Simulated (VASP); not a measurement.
## MgS in VASP 6.6.1, single-point calculation

INCAR

```
SIGMA = 0.02
LREAL = .FALSE.
NSW = 0
LCHARG = .FALSE.
LWAVE = .FALSE.
EDIFF = 1E-7
ISIF = 2
LASPH = .TRUE.
IBRION = -1
PREC = Accurate
ISMEAR = -1
NBANDS = 11
NELM = 65
ENCUT = 520
METAGGA = SCAN
```

KPOINTS

```
KPOINTS created by Atomic Simulation Environment
0
Gamma
12 12 12
0 0 0
```

POSCAR

```
Mg S
 1.0000000000000000
    -0.0094362561000000    2.8214405849999999    2.8214405849999999
     2.8214405849999999   -0.0094362561000000    2.8214405849999999
     2.8214405849999999    2.8214405849999999   -0.0094362561000000
 Mg  S
   1   1
Cartesian
 -0.0017857469557495 -0.0017857469557495 -0.0017857469557495
  1.4101469754307498  1.4101469754307496  1.4101469754307496
```

The recommended PBE PAW datasets give the neutral cell 8 valence electrons.

Command

```
mpirun -np 1 vasp_std
```

OSZICAR

```
N       E                     dE             d eps       ncg     rms          rms(c)
DAV:   1     0.147930834482E+02    0.14793E+02   -0.34835E+03  4262   0.590E+02
DAV:   2    -0.177070158352E+02   -0.32500E+02   -0.31055E+02  5001   0.103E+02
DAV:   3    -0.197019940682E+02   -0.19950E+01   -0.19915E+01  5114   0.275E+01
DAV:   4    -0.197177561035E+02   -0.15762E-01   -0.15760E-01  4986   0.297E+00
DAV:   5    -0.197179477361E+02   -0.19163E-03   -0.19163E-03  5208   0.322E-01    0.437E+00
DAV:   6    -0.178555531224E+02    0.18624E+01   -0.12573E+00  4491   0.551E+00    0.415E+00
DAV:   7    -0.178802434698E+02   -0.24690E-01   -0.28759E-01  4698   0.290E+00    0.288E+00
DAV:   8    -0.178959225434E+02   -0.15679E-01   -0.19463E-02  4404   0.128E+00    0.475E-01
DAV:   9    -0.178956393864E+02    0.28316E-03   -0.86018E-04  5086   0.182E-01    0.111E-01
DAV:  10    -0.178956423003E+02   -0.29139E-05   -0.28270E-04  4452   0.165E-01    0.131E-01
DAV:  11    -0.178956370875E+02    0.52128E-05   -0.10009E-05  4954   0.214E-02    0.135E-02
DAV:  12    -0.178956380047E+02   -0.91722E-06   -0.37079E-07  4909   0.521E-03    0.347E-03
DAV:  13    -0.178956377646E+02    0.24012E-06   -0.66121E-08  4870   0.248E-03    0.429E-04
DAV:  14    -0.178956378915E+02   -0.12689E-06   -0.40057E-09  2574   0.367E-04    0.508E-04
DAV:  15    -0.178956379151E+02   -0.23590E-07   -0.44267E-10  2373   0.200E-04
   1 F= -.17895638E+02 E0= -.17895638E+02  d E =-.330310E-10
```

Standard output (part)

```
POSCAR found type information on POSCAR MgS
 POSCAR found :  2 types and       2 ions
 LDA part: xc-table for (None), standard interpolation
 POSCAR, INCAR and KPOINTS ok, starting setup
 WAVECAR not read
 entering main loop
```

From OUTCAR

```
k-points           NKPTS =    189   k-points in BZ     NKDIM =    189   number of bands    NBANDS=     11

   NELECT =       8.0000    total number of electrons

   dimension x,y,z NGX =    30 NGY =   30 NGZ =   30
   dimension x,y,z NGXF=    60 NGYF=   60 NGZF=   60

  energy-cutoff  :      520.00
  volume of cell :       45.15
      direct lattice vectors                 reciprocal lattice vectors
    -0.009436256  2.821440585  2.821440585    -0.176327868  0.176919573  0.176919573
     2.821440585 -0.009436256  2.821440585     0.176919573 -0.176327868  0.176919573
     2.821440585  2.821440585 -0.009436256     0.176919573  0.176919573 -0.176327868

 k-points in reciprocal lattice and weights: KPOINTS created by Atomic Simulation Env
   0.00000000  0.00000000  0.00000000       0.001
   0.08333333 -0.00000000 -0.00000000       0.003
   0.16666667  0.00000000 -0.00000000       0.003
   0.25000000  0.00000000  0.00000000       0.003
   0.33333333  0.00000000  0.00000000       0.003
   0.41666667  0.00000000  0.00000000       0.003
   0.50000000  0.00000000  0.00000000       0.002
   0.08333333  0.08333333 -0.00000000       0.003
   ...

 E-fermi :   1.1643

 k-point     1 :       0.0000    0.0000    0.0000
  band No.  band energies     occupation
      1     -10.9979      2.00000
      2       0.7676      2.00000
      3       0.7676      2.00000
      4       0.7980      2.00000
      5       4.9213      0.00000
      6       9.3710      0.00000
      7       9.3710      0.00000
      8       9.4397      0.00000
      9      12.2871      0.00000
     10      12.2871      0.00000
     11      15.4430      0.00000

 k-point     2 :       0.0833   -0.0000   -0.0000
  band No.  band energies     occupation
      1     -10.9572      2.00000
      2       0.4472      2.00000
      3       0.7433      2.00000
      4       0.7698      2.00000
      5       5.2435      0.00000
      6       9.2794      0.00000
      7       9.4644      0.00000
      8       9.5259      0.00000
      9      12.0174      0.00000
     10      12.0246      0.00000
     11      15.0389      0.00000

 k-point     3 :       0.1667    0.0000   -0.0000
  band No.  band energies     occupation
      1     -10.8424      2.00000
      2      -0.2767      2.00000
      3       0.6789      2.00000
      4       0.7033      2.00000
      5       5.9089      0.00000
      6       9.1373      0.00000
      7       9.6315      0.00000
      8       9.6858      0.00000
      9      11.6718      0.00000
     10      11.6965      0.00000
     11      14.3334      0.00000

 k-point     4 :       0.2500    0.0000    0.0000
  band No.  band energies     occupation
      1     -10.6758      2.00000
      2      -1.0740      2.00000
      3       0.5956      2.00000
      4       0.6173      2.00000
      5       6.4349      0.00000
      6       9.2386      0.00000
      7       9.5743      0.00000
      8       9.6162      0.00000
      9      11.8748      0.00000
     10      11.9233      0.00000
     11      13.8051      0.00000

 k-point     5 :       0.3333    0.0000    0.0000
  band No.  band energies     occupation
      1     -10.4958      2.00000
      2      -1.7614      2.00000
      3       0.5170      2.00000
      4       0.5362      2.00000
      5       6.6116      0.00000
      6       9.3099      0.00000
      7       9.3458      0.00000
      8       9.6168      0.00000
      9      12.6878      0.00000
     10      12.7511      0.00000
     11      13.7088      0.00000

 ...

  Total       -0.0966134     -0.0966134     -0.0966134      0.0307809      0.0307809      0.0307809
  in kB       -3.4287184     -3.4287184     -3.4287184      1.0923852      1.0923852      1.0923852
  external PRESSURE =      -3.4287184 kB  Pullay stress =       0.0000000 kB

 POSITION                                       TOTAL-FORCE (eV/Angst)
 -----------------------------------------------------------------------------------
      5.63166      5.63166      5.63166         0.000224      0.000224      0.000224
      1.41015      1.41015      1.41015        -0.000224     -0.000224     -0.000224
 -----------------------------------------------------------------------------------
    total drift:                                0.000272      0.000272      0.000272

  FREE ENERGIE OF THE ION-ELECTRON SYSTEM (eV)
  ---------------------------------------------------
  free  energy   TOTEN  =       -17.8956379151 eV

  energy  without entropy=      -17.8956379151  energy(sigma->0) =      -17.89563792
```

It converged. Results: gap between bands v and c on the k mesh 4.12 eV; least direct gap on the k mesh 4.12 eV; pressure -0.3 GPa. Band v is the last that the valence electrons fill when counted band by band, and c is the next.

For comparison, a separate PBE run of the intended cell, on usual settings and not on those above, gives a gap of 3.46 eV on its mesh and a pressure of 1.2 GPa.

The run above took about 4.4 min on one core of a shared host (Intel Xeon Platinum 8488C) and held 0.24 GiB at most.
